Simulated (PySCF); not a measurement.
**One molecule, a ladder of functionals, a line**

Molecule: `CCOCC`, C4H10O.

Molfile (atoms numbered from 1):
```
C4H10O
     RDKit          3D

 15 14  0  0  0  0  0  0  0  0999 V2000
   -2.0540    1.2388    0.2135 C   0  0  0  0  0  0  0  0  0  0  0  0
   -0.5496    1.1154    0.1978 C   0  0  0  0  0  0  0  0  0  0  0  0
   -0.2027   -0.2172   -0.0414 O   0  0  0  0  0  0  0  0  0  0  0  0
    1.1758   -0.4442   -0.0757 C   0  0  0  0  0  0  0  0  0  0  0  0
    1.4279   -1.9098   -0.3356 C   0  0  0  0  0  0  0  0  0  0  0  0
   -2.3582    2.2795    0.3987 H   0  0  0  0  0  0  0  0  0  0  0  0
   -2.4836    0.6030    1.0018 H   0  0  0  0  0  0  0  0  0  0  0  0
   -2.4759    0.9170   -0.7501 H   0  0  0  0  0  0  0  0  0  0  0  0
   -0.1227    1.4589    1.1644 H   0  0  0  0  0  0  0  0  0  0  0  0
   -0.1156    1.7744   -0.5845 H   0  0  0  0  0  0  0  0  0  0  0  0
    1.6504    0.1760   -0.8660 H   0  0  0  0  0  0  0  0  0  0  0  0
    1.6424   -0.1355    0.8842 H   0  0  0  0  0  0  0  0  0  0  0  0
    0.9782   -2.5240    0.4586 H   0  0  0  0  0  0  0  0  0  0  0  0
    2.5069   -2.1201   -0.3715 H   0  0  0  0  0  0  0  0  0  0  0  0
    0.9806   -2.2124   -1.2940 H   0  0  0  0  0  0  0  0  0  0  0  0
  1  2  1  0
  2  3  1  0
  3  4  1  0
  4  5  1  0
  1  6  1  0
  1  7  1  0
  1  8  1  0
  2  9  1  0
  2 10  1  0
  4 11  1  0
  4 12  1  0
  5 13  1  0
  5 14  1  0
  5 15  1  0
M  END
```

GIAO shieldings (ppm, equivalent atoms averaged) in PySCF 2.14 on the PBE0-D3(BJ)/def2-SVP geometry, basis pcSseg-1, gas phase, non-relativistic:

```tsv
functional	exact exchange (%)	σ(C2/C4)	σ(O3)
BLYP	0	102.3	251.0
BP86	0	108.1	261.4
PBE	0	108.5	258.7
B3LYP	20	109.0	266.6
PBE0	25	116.1	276.6
mPW1PW91	25	115.3	276.6
HF	100	130.0	307.9
```

Task: Fit each shielding as a line in the percentage of exact exchange.

Result: σ(C2/C4) = 107.0 + 0.24 x (rms 2.7 ppm); σ(O3) = 258.9 + 0.51 x (rms 4.3 ppm). The functionals also differ in their semilocal parts, which the line can't hold; Hartree–Fock has no correlation at all.

Task: What does the line predict for BHandHLYP (50 %), and what does the run give?

Result: σ(C2/C4): 119.0 predicted, 117.3 computed; σ(O3): 284.4 predicted, 284.3 computed ppm.
